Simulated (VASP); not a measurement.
# What goes wrong when the modes of InP are computed with a bad input

Aim: see how common mistakes in a phonon run show up, on InP. The starting structure is a measured crystal structure from the Crystallography Open Database.

Program: VASP 6.6.1. Level of theory: Kohn-Sham DFT with plane waves and PAW; LDA. Results are calculated unless marked as measured.

**1. Set-up**

Symmetry: F-43m, No. 216, cubic system. The conventional cell has a = 5.869 Å, b = 5.869 Å, c = 5.869 Å, α = 90.00°, β = 90.00°, γ = 90.00°. In has 4 P at 2.54 Å nearest. P has 4 In at 2.54 Å nearest. Farther neighbours are not listed.

Coordinates:

```
In P
1.0
     0.00000    2.93435    2.93435
     2.93435    0.00000    2.93435
     2.93435    2.93435    0.00000
In P
1 1
Cartesian
  0.0000 0.0000 0.0000
  4.4015 4.4015 4.4015
```

**2. Reference modes**

The cell comes from a relaxation at this level, not shown (49.50 Å³).

File INCAR:

```
SYSTEM = InP
PREC = Accurate
ENCUT = 450
EDIFF = 1E-08
NELM = 100
ISMEAR = 0
SIGMA = 0.03
LREAL = .FALSE.
ALGO = Normal
GGA = CA
NBANDS = 15
LORBIT = 11
LWAVE = .FALSE.
LCHARG = .FALSE.
KPAR = 2
IBRION = 8
LEPSILON = .TRUE.
ISIF = 2
```

File POSCAR:

```
InP
1.0
    0.0000000000      2.9142325403      2.9142325403
    2.9142325403      0.0000000000      2.9142325403
    2.9142325403      2.9142325403      0.0000000000
In P
1 1
Direct
    0.0000000000      0.0000000000      0.0000000000
    0.7500000000      0.7500000000      0.7500000000
```

File KPOINTS:

```
Automatic mesh
0
Gamma
6 6 6
0 0 0
```

The projector-augmented-wave data sets are In_d and P (LDA family, release 64).

Command:

```sh
mpirun -np 2 vasp_std
```

The log of the run:

```text
[banner, memory and clock lines left out]
running    2 mpi-ranks, on    1 nodes
 distrk:  each k-point on    1 cores,    2 groups
 distr:  one band on    1 cores,    1 groups

 POSCAR found type information on POSCAR InP
 POSCAR found :  2 types and       2 ions
 LDA part: xc-table for (Slater(with rela. corr.)+CA(PZ))
 , standard interpolation
 POSCAR, INCAR and KPOINTS ok, starting setup
 FFT: planning ... GRIDC
 FFT: planning ... GRID_SOFT
 FFT: planning ... GRID
 WAVECAR not read
 entering main loop
       N       E                     dE             d eps       ncg     rms          rms(c)
DAV:   1     0.988198688647E+02    0.98820E+02   -0.77139E+03   503   0.121E+03
DAV:   2    -0.341915963023E+01   -0.10224E+03   -0.98373E+02   508   0.283E+02
DAV:   3    -0.993729642215E+01   -0.65181E+01   -0.64884E+01   634   0.750E+01
DAV:   4    -0.101005058926E+02   -0.16321E+00   -0.16317E+00   573   0.129E+01
DAV:   5    -0.101090651098E+02   -0.85592E-02   -0.85591E-02   744   0.254E+00    0.598E+00
DAV:   6    -0.970937644937E+01    0.39969E+00   -0.61552E-01   757   0.137E+01    0.357E+00
DAV:   7    -0.966541780888E+01    0.43959E-01   -0.15568E-01   696   0.335E+00    0.119E+00
DAV:   8    -0.966014902752E+01    0.52688E-02   -0.14245E-02   653   0.147E+00    0.404E-01
DAV:   9    -0.965991087270E+01    0.23815E-03   -0.11518E-03   669   0.411E-01    0.186E-01
DAV:  10    -0.965994236893E+01   -0.31496E-04   -0.15532E-04   754   0.148E-01    0.115E-01
DAV:  11    -0.965994635944E+01   -0.39905E-05   -0.31056E-05   720   0.897E-02    0.741E-02
DAV:  12    -0.965994381494E+01    0.25445E-05   -0.54826E-06   620   0.202E-02    0.128E-02
DAV:  13    -0.965994379283E+01    0.22113E-07   -0.45409E-07   571   0.366E-03    0.106E-02
DAV:  14    -0.965994376915E+01    0.23676E-07   -0.37432E-08   641   0.310E-03    0.328E-03
DAV:  15    -0.965994375640E+01    0.12750E-07   -0.38758E-08   592   0.186E-03    0.750E-04
DAV:  16    -0.965994375657E+01   -0.17053E-09   -0.21604E-09   345   0.296E-04
   1 F= -.96599438E+01 E0= -.96599438E+01  d E =-.926054E-12
 Linear response reoptimize wavefunctions to high precision
DAV:   1    -0.965994375658E+01   -0.11823E-10   -0.28454E-10   359   0.184E-04
 Linear response G [H, r] |phi>, progress :
  Direction:   1
       N       E                     dE             d eps       ncg     rms
RMM:   1    -0.490063395697E+02   -0.49006E+02    0.35181E+02   629   0.133E+02
RMM:   2    -0.654866644824E+02   -0.16480E+02   -0.17053E+01   900   0.328E+01
RMM:   3    -0.658795394768E+02   -0.39287E+00   -0.22175E+00   925   0.116E+01
RMM:   4    -0.658801084307E+02   -0.56895E-03   -0.26774E-01   924   0.468E+00
RMM:   5    -0.659007587334E+02   -0.20650E-01   -0.13086E-01   937   0.205E+00
RMM:   6    -0.659004243011E+02    0.33443E-03   -0.16636E-02   973   0.756E-01
RMM:   7    -0.659005725089E+02   -0.14821E-03   -0.18345E-03   968   0.247E-01
RMM:   8    -0.659005771754E+02   -0.46665E-05   -0.33346E-04  1022   0.115E-01
RMM:   9    -0.659005947996E+02   -0.17624E-04   -0.28276E-04   977   0.399E-02
RMM:  10    -0.659005969475E+02   -0.21479E-05    0.97316E-05  1017   0.159E-02
RMM:  11    -0.659006139909E+02   -0.17043E-04    0.13369E-04   886   0.634E-03
RMM:  12    -0.659006011533E+02    0.12838E-04   -0.30933E-04   806   0.260E-03
RMM:  13    -0.659005982662E+02    0.28871E-05    0.11836E-04   734   0.130E-03
RMM:  14    -0.659005979364E+02    0.32987E-06    0.33399E-05   707   0.579E-04
RMM:  15    -0.659005997970E+02   -0.18606E-05   -0.71008E-06   598   0.362E-04
RMM:  16    -0.659005995446E+02    0.25244E-06   -0.46099E-07   533   0.227E-04
RMM:  17    -0.659005995347E+02    0.98744E-08    0.13822E-06   483   0.169E-04
RMM:  18    -0.659005995254E+02    0.93320E-08   -0.23699E-06   446   0.141E-04
RMM:  19    -0.659005995288E+02   -0.33979E-08    0.88621E-07   416   0.128E-04
RMM:  20    -0.659005995285E+02    0.23205E-09    0.21156E-07   393   0.122E-04
RMM:  21    -0.659005995284E+02    0.11077E-09    0.52127E-07   379   0.122E-04
RMM:  22    -0.659005995297E+02   -0.13313E-08    0.23172E-07   375   0.120E-04
 Linear response G [H, r] |phi>, progress :
  Direction:   2
       N       E                     dE             d eps       ncg     rms
RMM:   1    -0.471046259701E+02   -0.47105E+02    0.33717E+02   623   0.130E+02
RMM:   2    -0.666094831955E+02   -0.19505E+02   -0.17751E+01   894   0.319E+01
RMM:   3    -0.668738528171E+02   -0.26437E+00   -0.20823E+00   913   0.114E+01
RMM:   4    -0.668862232636E+02   -0.12370E-01   -0.41988E-01   921   0.468E+00
RMM:   5    -0.668906826406E+02   -0.44594E-02   -0.10736E-01   936   0.194E+00
RMM:   6    -0.668915201028E+02   -0.83746E-03   -0.13481E-02   967   0.712E-01
RMM:   7    -0.668917030229E+02   -0.18292E-03   -0.10466E-03   964   0.236E-01
RMM:   8    -0.668917805926E+02   -0.77570E-04   -0.33254E-04  1013   0.105E-01
RMM:   9    -0.668917892701E+02   -0.86775E-05    0.32545E-05   980   0.401E-02
RMM:  10    -0.668917909724E+02   -0.17023E-05    0.13291E-04  1003   0.145E-02
RMM:  11    -0.668917916076E+02   -0.63526E-06   -0.41500E-04   891   0.573E-03
RMM:  12    -0.668917915759E+02    0.31748E-07   -0.50086E-05   797   0.220E-03
RMM:  13    -0.668917916696E+02   -0.93724E-07    0.13153E-05   744   0.112E-03
RMM:  14    -0.668917917121E+02   -0.42530E-07   -0.10979E-05   688   0.519E-04
[...]
RMM:   9    -0.377395444693E+01    0.42609E-04    0.62125E-05  2829   0.990E-03    0.205E-03
RMM:  10    -0.377399624381E+01   -0.41797E-04    0.20588E-07  2797   0.283E-03    0.171E-03
RMM:  11    -0.377397787158E+01    0.18372E-04   -0.19264E-06  2885   0.128E-03    0.391E-04
RMM:  12    -0.377397978614E+01   -0.19146E-05    0.14567E-06  2647   0.453E-04    0.512E-04
RMM:  13    -0.377397898195E+01    0.80419E-06   -0.81646E-09  2330   0.202E-04    0.953E-05
RMM:  14    -0.377397751618E+01    0.14658E-05    0.78992E-08  1510   0.816E-05    0.812E-05
RMM:  15    -0.377397793003E+01   -0.41386E-06    0.12250E-07   889   0.524E-05    0.180E-05
RMM:  16    -0.377397771870E+01    0.21133E-06   -0.59808E-09   605   0.434E-05    0.188E-05
RMM:  17    -0.377397841343E+01   -0.69473E-06    0.24116E-08   548   0.424E-05    0.150E-06
 change of polarisation eV/A/(eV/A) component  2 :     1.299     7.301     0.351
 dielectric tensor                  component  2 :     4.750    27.688     1.282
 Linear response to external field, progress :
  Direction:   3
       N       E                     dE             d eps       ncg     rms          rms(c)
RMM:   1    -0.190003776501E+01   -0.19000E+01   -0.10116E+01  1757   0.618E+00
RMM:   2    -0.372530778801E+01   -0.18253E+01   -0.71504E-02  2522   0.187E+00    0.234E+00
RMM:   3    -0.369547073736E+01    0.29837E-01   -0.26571E-02  2613   0.118E+00    0.140E+00
RMM:   4    -0.376182460546E+01   -0.66354E-01   -0.29417E-02  2480   0.128E+00    0.218E-01
RMM:   5    -0.376887555482E+01   -0.70509E-02   -0.42013E-03  2671   0.482E-01    0.130E-01
RMM:   6    -0.377249576794E+01   -0.36202E-02   -0.35319E-04  2640   0.157E-01    0.561E-02
RMM:   7    -0.377378763612E+01   -0.12919E-02   -0.38362E-05  2672   0.705E-02    0.192E-02
RMM:   8    -0.377399579537E+01   -0.20816E-03   -0.50874E-05  2702   0.315E-02    0.120E-02
RMM:   9    -0.377395359439E+01    0.42201E-04   -0.41419E-06  2829   0.993E-03    0.205E-03
RMM:  10    -0.377399624910E+01   -0.42655E-04    0.79444E-06  2794   0.284E-03    0.172E-03
RMM:  11    -0.377397789841E+01    0.18351E-04   -0.14250E-05  2886   0.127E-03    0.364E-04
RMM:  12    -0.377397991457E+01   -0.20162E-05   -0.33614E-07  2640   0.453E-04    0.523E-04
RMM:  13    -0.377397893795E+01    0.97662E-06   -0.59079E-07  2371   0.204E-04    0.536E-05
RMM:  14    -0.377397795404E+01    0.98391E-06   -0.31647E-07  1482   0.804E-05    0.101E-04
RMM:  15    -0.377397761700E+01    0.33704E-06    0.78418E-08   880   0.521E-05    0.271E-05
RMM:  16    -0.377397806142E+01   -0.44442E-06   -0.49051E-10   608   0.428E-05    0.179E-05
RMM:  17    -0.377397797867E+01    0.82751E-07    0.10045E-08   546   0.418E-05    0.252E-06
 change of polarisation eV/A/(eV/A) component  3 :     1.034     0.636     7.301
 dielectric tensor                  component  3 :     3.778     2.326    27.688
 Linear response DOF=           2
 Linear response progress:
  Degree of freedom:   1/  2
       N       E                     dE             d eps       ncg     rms          rms(c)
RMM:   1    -0.234469997365E+00   -0.23447E+00   -0.65112E-02  1862   0.507E+00
RMM:   2    -0.237167612097E+00   -0.26976E-02   -0.15564E-02  2330   0.109E+00    0.934E-02
RMM:   3    -0.237105264239E+00    0.62348E-04   -0.20138E-03  2569   0.340E-01    0.472E-02
RMM:   4    -0.236905312022E+00    0.19995E-03   -0.21689E-04  2609   0.125E-01    0.245E-02
RMM:   5    -0.236872121794E+00    0.33190E-04   -0.59266E-05  2665   0.419E-02    0.839E-03
RMM:   6    -0.236880915514E+00   -0.87937E-05   -0.83370E-05  2742   0.157E-02    0.239E-03
RMM:   7    -0.236893826058E+00   -0.12911E-04   -0.98509E-05  2716   0.481E-03    0.615E-04
RMM:   8    -0.236886881510E+00    0.69445E-05   -0.45290E-05  2759   0.192E-03    0.307E-04
RMM:   9    -0.236882300099E+00    0.45814E-05   -0.11104E-05  2707   0.890E-04    0.656E-05
RMM:  10    -0.236881930224E+00    0.36987E-06   -0.59564E-06  2834   0.387E-04    0.669E-05
RMM:  11    -0.236881600171E+00    0.33005E-06   -0.39497E-06  2900   0.195E-04    0.316E-05
RMM:  12    -0.236881492416E+00    0.10775E-06   -0.12764E-06  2656   0.118E-04    0.302E-05
RMM:  13    -0.236881488032E+00    0.43847E-08   -0.10627E-06  2942   0.652E-05    0.121E-05
RMM:  14    -0.236881392377E+00    0.95655E-07   -0.23099E-07  2897   0.381E-05    0.330E-06
RMM:  15    -0.236881417677E+00   -0.25300E-07   -0.33663E-07  2501   0.245E-05    0.410E-06
RMM:  16    -0.236881400665E+00    0.17012E-07   -0.14168E-07  2511   0.177E-05    0.801E-07
RMM:  17    -0.236881381948E+00    0.18717E-07   -0.10642E-07  2024   0.137E-05    0.173E-06
RMM:  18    -0.236881376829E+00    0.51195E-08   -0.20150E-08  1926   0.115E-05    0.276E-07
 first order change of Fermi-energy   0.34792E-04
 force on displaced ion       1 direction 1 :  -8.269   0.000   0.000
 Born effective charge ion    1 direction 1 :   2.542   0.000   0.000
 Linear response progress:
  Degree of freedom:   2/  2
       N       E                     dE             d eps       ncg     rms          rms(c)
RMM:   1    -0.500978574827E-01   -0.50098E-01    0.36248E-02  2922   0.185E+00
RMM:   2    -0.483183853717E-01    0.17795E-02   -0.32509E-04  2265   0.646E-01    0.153E-01
RMM:   3    -0.488794209486E-01   -0.56104E-03   -0.15525E-03  2544   0.271E-01    0.594E-02
RMM:   4    -0.491268350251E-01   -0.24741E-03   -0.21829E-04  2586   0.104E-01    0.180E-02
RMM:   5    -0.491536629399E-01   -0.26828E-04   -0.23769E-05  2695   0.317E-02    0.112E-02
RMM:   6    -0.491461295293E-01    0.75334E-05   -0.78429E-06  2658   0.110E-02    0.402E-03
RMM:   7    -0.491453307589E-01    0.79877E-06   -0.24258E-07  2663   0.406E-03    0.161E-03
RMM:   8    -0.491479265449E-01   -0.25958E-05    0.76039E-07  2686   0.149E-03    0.456E-04
RMM:   9    -0.491479857075E-01   -0.59163E-07    0.15549E-06  2937   0.500E-04    0.249E-04
RMM:  10    -0.491480795056E-01   -0.93798E-07    0.42649E-07  2710   0.214E-04    0.511E-05
RMM:  11    -0.491481904854E-01   -0.11098E-06   -0.91980E-08  2877   0.823E-05    0.329E-05
RMM:  12    -0.491482159133E-01   -0.25428E-07    0.73035E-08  2784   0.314E-05    0.224E-05
RMM:  13    -0.491482064533E-01    0.94600E-08    0.20846E-09  2726   0.154E-05    0.166E-06
 first order change of Fermi-energy   0.15190E-03
 force on displaced ion       2 direction 1 :  -8.236  -0.000  -0.000
 Born effective charge ion    2 direction 1 :  -3.130   0.000   0.000
 Born effective charges drift removed
 Linear response finished
```

Wall time 5.3 min (2 MPI ranks of AMD EPYC 7R43, shared host); peak memory 0.35 GiB.

Lines that name or quote the potential files are left out of all logs, and their timing lines are given in words.

OUTCAR, selected parts (step 2):

```text
ion  position               nearest neighbor table
   1  0.000  0.000  0.000-   2 2.52   2 2.52   2 2.52   2 2.52
   2  0.750  0.750  0.750-   1 2.52   1 2.52   1 2.52   1 2.52

  LATTYP: Found a face centered cubic cell.
 ALAT       =     5.8284650806

 Subroutine GETGRP returns: Found 24 space group operations
 (whereof 24 operations were pure point group operations)

The static configuration has the point symmetry T_d .

 Found     16 irreducible k-points:

   k-points           NKPTS =     16   k-points in BZ     NKDIM =     16   number of bands    NBANDS=     15

   dimension x,y,z NGX =    30 NGY =   30 NGZ =   30
   dimension x,y,z NGXF=    60 NGYF=   60 NGZF=   60

   ENCUT  =  450.0 eV  33.07 Ry    5.75 a.u.   7.13  7.13  7.13*2*pi/ulx,y,z

   NELECT =      18.0000    total number of electrons

 k-points in reciprocal lattice and weights: Automatic mesh
   0.00000000  0.00000000  0.00000000       0.005
   0.16666667  0.00000000  0.00000000       0.037
   0.33333333  0.00000000  0.00000000       0.037
   0.50000000  0.00000000  0.00000000       0.019
   0.16666667  0.16666667  0.00000000       0.028
   0.33333333  0.16666667  0.00000000       0.111
   0.50000000  0.16666667  0.00000000       0.111
  -0.33333333  0.16666667  0.00000000       0.111
  -0.16666667  0.16666667  0.00000000       0.056
[...]
-0.33333333  0.33333333  0.16666667       0.111
  -0.33333333  0.50000000  0.16666667       0.056

 average (electrostatic) potential at core
       1 -95.0725       2 -83.8254

  Total       -0.0003620     -0.0003620     -0.0003620      0.0000000      0.0000000     -0.0000000
  in kB       -0.0117177     -0.0117177     -0.0117177      0.0000000      0.0000000     -0.0000000
  external PRESSURE =      -0.0117177 kB  Pullay stress =       0.0000000 kB

  energy-cutoff  :      450.00
  volume of cell :       49.50
      direct lattice vectors                 reciprocal lattice vectors
     0.000000000  2.914232540  2.914232540    -0.171571758  0.171571758  0.171571758
     2.914232540  0.000000000  2.914232540     0.171571758 -0.171571758  0.171571758
     2.914232540  2.914232540  0.000000000     0.171571758  0.171571758 -0.171571758

 POSITION                                       TOTAL-FORCE (eV/Angst)
 -----------------------------------------------------------------------------------
      0.00000      0.00000      0.00000        -0.000000     -0.000000      0.000000
      4.37135      4.37135      4.37135         0.000000      0.000000     -0.000000
 -----------------------------------------------------------------------------------
    total drift:                                0.000000      0.000000      0.000000

 MACROSCOPIC STATIC DIELECTRIC TENSOR (including local field effects in DFT)
 ------------------------------------------------------
          27.688222     0.000000    -0.000000
           0.000000    27.688222     0.000000
           0.000000     0.000000    27.688222
 ------------------------------------------------------

 PIEZOELECTRIC TENSOR (including local field effects)  for field in x, y, z        (C/m^2)
          XX          YY          ZZ          XY          YZ          ZX
  --------------------------------------------------------------------------------
  x     0.00000     0.00000    -0.00000     0.00000     1.01170    -0.00000
  y    -0.00000    -0.00000     0.00000    -0.00000     0.00000     1.01170
  z     0.00000     0.00000    -0.00000     1.01170     0.00000     0.00000

 BORN EFFECTIVE CHARGES (including local field effects) (in |e|, cummulative output)
 ---------------------------------------------------------------------------------
 ion    1
    1     2.83933     0.00000    -0.00000
    2     0.00000     2.83933     0.00000
    3    -0.00000     0.00000     2.83933
 ion    2
    1    -2.83933    -0.00000     0.00000
    2     0.00000    -2.83933    -0.00000
    3     0.00000    -0.00000    -2.83933

 Eigenvectors and eigenvalues of the dynamical matrix
 ----------------------------------------------------

   1 f  =    9.087616 THz    57.099177 2PiTHz  303.130248 cm-1    37.583344 meV
             X         Y         Z           dx          dy          dz
      0.000000  0.000000  0.000000     0.326439    0.326439   -0.000000
      4.371349  4.371349  4.371349    -0.627246   -0.627246   -0.000000

   2 f  =    9.087616 THz    57.099177 2PiTHz  303.130248 cm-1    37.583344 meV
             X         Y         Z           dx          dy          dz
      0.000000  0.000000  0.000000     0.326439   -0.326439    0.000000
      4.371349  4.371349  4.371349    -0.627246    0.627246    0.000000

   3 f  =    9.087616 THz    57.099177 2PiTHz  303.130248 cm-1    37.583344 meV
             X         Y         Z           dx          dy          dz
      0.000000  0.000000  0.000000     0.000000    0.000000   -0.461654
      4.371349  4.371349  4.371349     0.000000   -0.000000    0.887060

   4 f/i=    0.007486 THz     0.047034 2PiTHz    0.249696 cm-1     0.030958 meV
             X         Y         Z           dx          dy          dz
      0.000000  0.000000  0.000000    -0.878356   -0.123622   -0.009172
      4.371349  4.371349  4.371349    -0.457124   -0.064337   -0.004773

   5 f/i=    0.007486 THz     0.047034 2PiTHz    0.249696 cm-1     0.030958 meV
             X         Y         Z           dx          dy          dz
      0.000000  0.000000  0.000000     0.121460   -0.845152   -0.240502
      4.371349  4.371349  4.371349     0.063212   -0.439844   -0.125165

   6 f/i=    0.007486 THz     0.047034 2PiTHz    0.249696 cm-1     0.030958 meV
             X         Y         Z           dx          dy          dz
      0.000000  0.000000  0.000000     0.024778   -0.239398    0.853786
      4.371349  4.371349  4.371349     0.012895   -0.124591    0.444337

 MACROSCOPIC STATIC DIELECTRIC TENSOR IONIC CONTRIBUTION
 ------------------------------------------------------
           3.571227     0.000000    -0.000000
           0.000000     3.571227     0.000000
          -0.000000     0.000000     3.571227
 ------------------------------------------------------

 ELASTIC MODULI CONTR FROM IONIC RELAXATION (kBar)
 Direction    XX          YY          ZZ          XY          YZ          ZX
 --------------------------------------------------------------------------------
 XX          -0.0000      0.0000      0.0000     -0.0000      0.0000     -0.0000
 YY           0.0000     -0.0000      0.0000     -0.0000     -0.0000      0.0000
 ZZ           0.0000      0.0000     -0.0000      0.0000     -0.0000     -0.0000
 XY          -0.0000     -0.0000      0.0000   -246.0630      0.0000      0.0000
 YZ           0.0000     -0.0000     -0.0000      0.0000   -246.0630      0.0000
 ZX          -0.0000      0.0000     -0.0000      0.0000      0.0000   -246.0630
 --------------------------------------------------------------------------------

 PIEZOELECTRIC TENSOR IONIC CONTR  for field in x, y, z        (C/m^2)
          XX          YY          ZZ          XY          YZ          ZX
  --------------------------------------------------------------------------------
  x     0.00000    -0.00000    -0.00000     0.00000    -0.88207    -0.00000
  y    -0.00000     0.00000    -0.00000    -0.00000     0.00000    -0.88207
  z    -0.00000    -0.00000     0.00000    -0.88207     0.00000    -0.00000
```

Energies printed during the response cycles are not total energies of the cell.

Reference: the zone-centre mode is T2 303.1 cm⁻¹.

(Continued in part 2 of 2.)

[Lines on the potential files, build, host, timing and source positions are cut from VASP's logs without a mark.]

[Logs are printed without paths, hosts, clocks, repeated set-up lines and the standing remarks that a program may print on its own settings, such as how far it seeks lower states.]

[Hosts, paths, dates, database ids (printed as entryN), source tags and the programs' standing remarks are cut or masked in the printed files.]
